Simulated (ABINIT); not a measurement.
Wanted: the native input for an ABINIT 10.8.3 (patched build) run.

- Task: equation of state
- Functional: LDA
- Potentials or basis: JTH PAW LDA v2.0
- Cutoff: 408 eV
- k mesh: 12 × 12 × 12
- Occupations: fermi-dirac, width 0.05 eV
- Spin: collinear spin, ferromagnetic start
- Starting moments: [2.0] μB
- Fine-grid cutoff: 816.342 eV

Crystal: V.

```
V
1.0
    -1.51435    1.51435    1.51435
     1.51435   -1.51435    1.51435
     1.51435    1.51435   -1.51435
V
1
Direct
  0.00000 0.00000 0.00000
```

One way to write it, as run:

run.abi

```
# Datasets: one volume each
ndtset 7
getwfk -1
scalecart1 3*0.9795861087
scalecart2 3*0.9864848297
scalecart3 3*0.9932883884
scalecart4 3*1.0000000000
scalecart5 3*1.0066227096
scalecart6 3*1.0131594038
scalecart7 3*1.0196128224

# Pseudopotentials
pp_dirpath "./"
pseudos "V.LDA_PW-JTH.xml"

# Structure
acell 3*1.0 Angstrom
rprim
    -1.5143500000     1.5143500000     1.5143500000
     1.5143500000    -1.5143500000     1.5143500000
     1.5143500000     1.5143500000    -1.5143500000
ntypat 1
znucl 23
natom 1
typat 1
xred
     0.0000000000     0.0000000000     0.0000000000

# Plane-wave basis
ecut 15.0
pawecutdg 30.0

# k points
kptopt 1
ngkpt 12 12 12
nshiftk 1
shiftk 0.0 0.0 0.0

# Exchange and correlation
ixc 7

# Bands and occupations
nband 11
occopt 3
tsmear 0.05 eV

# Spin
nsppol 2
spinat
     0.0000000000     0.0000000000     2.0000000000

# SCF cycle
nstep 100
tolvrs 1.0e-9

# Output
iomode 3
prtwf 1
prtden 0
prteig 0
prtebands 0
enunit 2
```

Potentials or basis: JTH PAW LDA v2.0.

The run is started by

```console
$ abinit run.abi > log 2>&1
```

Results of the run:

The equilibrium volume is 12.56 Å³/atom (rough: see the caveat). The bulk modulus is 207 GPa (rough).

Caveat: pressures at fixed basis lie under the slope of the energies; the minimum lies outside the volumes run.

Wall time 71 s on 1 thread of Arm Neoverse V1, with other jobs on the host, peak memory 0.11 GiB.
